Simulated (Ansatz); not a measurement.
Runs of Ansatz 0.2.0 on Gd. The structure is hexagonal, space group P6_3/mmc (No. 194). Conventional cell: a = 3.636 Å, b = 3.636 Å, c = 5.783 Å, α = 90.00°, β = 90.00°, γ = 120.00°. Around Gd (site symmetry -6m2) lie 12 Gd at 3.57 to 3.64 Å. 

```csv
task,level,potentials or basis,spin,cell,k mesh,cutoff (eV),smearing,gap on the mesh (eV),pressure (GPa),moment (μB)
single point,PBE,"all-electron LAPW, scalar-relativistic","collinear, ferromagnetic start",as given,8 × 8 × 5,156,gaussian 0.1 eV,none,0.6,15.24
band structure,PBEsol,"all-electron LAPW, scalar-relativistic","collinear, ferromagnetic start",as given,8 × 8 × 5,156,fermi-dirac 0.05 eV,-,-1.8,15.21
band structure,PBE,"all-electron LAPW, relativistic spinors","non-collinear, ferromagnetic start, SOC",as given,6 × 6 × 4,156,fermi-dirac 0.05 eV,-,(b),15.28
single point,PBE,"all-electron LAPW, scalar-relativistic","collinear, ferromagnetic start",as given,8 × 8 × 5,156,gaussian 0.024 eV,none,0.6,15.19
relaxation of cell and atoms,revPBE+D4,"all-electron LAPW, scalar-relativistic","collinear, ferromagnetic start",relaxed,8 × 8 × 5,-,fermi-dirac 0.05 eV,-,0.0,15.28
phonons,LDA,"all-electron LAPW, scalar-relativistic","collinear, ferromagnetic start",as given,6 × 6 × 4,168,fermi-dirac 0.05 eV,none,-,15.06
single point,PBE,"all-electron LAPW, scalar-relativistic","collinear, ferromagnetic start",as given,8 × 8 × 5,156,gaussian 0.026 eV,none,0.6,(a)
single point,PBE,"all-electron LAPW, scalar-relativistic","collinear, ferromagnetic start",as given,8 × 8 × 5,156,gaussian 0.023 eV,none,0.6,15.19
```

Alike in all rows: basis error allowed 0.001 eV/atom.

Problem. Estimate the missing entries.

Solution. (a) 15.20; (b) 0.5.

Caveats: an open f shell can end in a state above the lowest; spin-orbit coupling is left out, which moves the levels of the heavy elements (some runs); the k mesh is thin for a metal, which can move the energy by tens of meV per atom (some runs); the magnetic state may not be the lowest (some runs); a metal's response needs a denser mesh (some runs); the program listed the state as in doubt (some runs).

A k mesh can miss the band edges, and rows without SOC leave out spin-orbit coupling on Gd.

A gap of «none» marks a metal or a gap under the smearing width.
